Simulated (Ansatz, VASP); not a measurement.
TiH3 in VASP and in Ansatz

Contents of INCAR:

```
SYSTEM = TiH3
  PREC = Accurate
  ENCUT = 520
  EDIFF = 1E-6
  ISMEAR = 0
  SIGMA = 0.2
  LREAL = .FALSE.
  LASPH = .TRUE.
  NELM = 60
  ALGO = Normal
  ISIF = 2
  LWAVE = .FALSE.
  LCHARG = .FALSE.
  GGA = PE
  NBANDS = 25
```

Contents of KPOINTS:

```
Automatic mesh
0
G
  9 9 4
  0 0 0
```

The input POSCAR:

```
TiH3
1.0
    3.1654955305      0.0000000000      0.0000000000
   -1.5827477653      2.7413995450      0.0000000000
    0.0000000000      0.0000000000      5.5850794957
Ti H
2 6
Direct
    0.3333333333      0.6666666667      0.2500000000
    0.6666666667      0.3333333333      0.7500000000
    0.3333333333      0.6666666667      0.5939701174
    0.3333333333      0.6666666667      0.9060298826
    0.6666666667      0.3333333333      0.4060298826
    0.6666666667      0.3333333333      0.0939701174
    0.0000000000      0.0000000000      0.2500000000
    0.0000000000      0.0000000000      0.7500000000
```

Input for Ansatz:

```yaml
crystal:
  lattice:
    - [3.1654955305, 0.0, 0.0]
    - [-1.5827477653, 2.741399545, 0.0]
    - [0.0, 0.0, 5.5850794957]
  atoms:
    - { symbol: Ti, position: [0.3333333333, 0.6666666667, 0.25] }
    - { symbol: Ti, position: [0.6666666667, 0.3333333333, 0.75] }
    - { symbol: H, position: [0.3333333333, 0.6666666667, 0.5939701174] }
    - { symbol: H, position: [0.3333333333, 0.6666666667, 0.9060298826] }
    - { symbol: H, position: [0.6666666667, 0.3333333333, 0.4060298826] }
    - { symbol: H, position: [0.6666666667, 0.3333333333, 0.0939701174] }
    - { symbol: H, position: [0.0, 0.0, 0.25] }
    - { symbol: H, position: [0.0, 0.0, 0.75] }
basis:
  ecutwfc: 420
kpoints:
  mp_grid: { grid: [9, 9, 4] }
hamiltonian:
  xc: pbe
scf:
  occupations: { method: gaussian, width: 0.2 }
  lower_state_search: "off"
output:
  forces: true
  stress: true
  eigenvalues: true
```

Alike in both runs: task single point; functional PBE; k mesh 9 × 9 × 4; occupations gaussian, width 0.2 eV; no spin polarisation.

|  | VASP | Ansatz |
| --- | --- | --- |
| version | VASP 6.6.1 | Ansatz 0.2.0 |
| potentials or method | VASP PAW PBE potentials, release 64 (Ti_sv, H) | scalar-relativistic, plane waves, PAW |
| plane-wave cutoff (eV) | 520 | 420 |
| valence electrons in the cell | 30 | 30 |

Ansatz gave:

* gap on the k mesh at the Fermi level (eV): none
* pressure (GPa): 0.0
* largest component of the traceless stress (GPa): 0.14

Task: Which values does VASP return?

Result: gap on the k mesh at the Fermi level (eV): none; pressure (GPa): -0.1; largest component of the traceless stress (GPa): 0.20.

A gap of «none» marks a metal or a gap that the smearing closes.
